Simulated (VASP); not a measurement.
Consider the following.

```xyz
5
Lattice="4.1358 0.0000 0.0000 0.0000 4.1358 0.0000 0.0000 0.0000 4.1358" Properties=species:S:1:pos:R:3 pbc="T T T"
Ba     0.0000     0.0000     0.0000
Sn     2.0679     2.0679     2.0679
O      2.0679     0.0000     2.0679
O      0.0000     2.0679     2.0679
O      2.0679     2.0679     0.0000
```

Method: SCAN meta-GGA, VASP's PBE PAW potentials (set 64) (plane waves; VASP 6.6.1). Settings: 520 eV cut-off, 6×6×6 Γ-centred mesh, tetrahedra with Blöchl corrections, potentials Ba_sv Sn_d O.

**Question.** The job: BaSnO3 (cubic perovskite), 5 atoms, SCAN, static run, 520 eV, 6×6×6 Γ-centred mesh. Roughly how much core time does it take on a busy server core?

**Answer.** About 2 core-minutes (one run on a shared machine, a rough figure). It had 20 irreducible k-points, 25 bands, up to 1935 plane waves and 22 electronic steps.

The compound is BaSnO3 in the cubic perovskite structure. It was relaxed first.
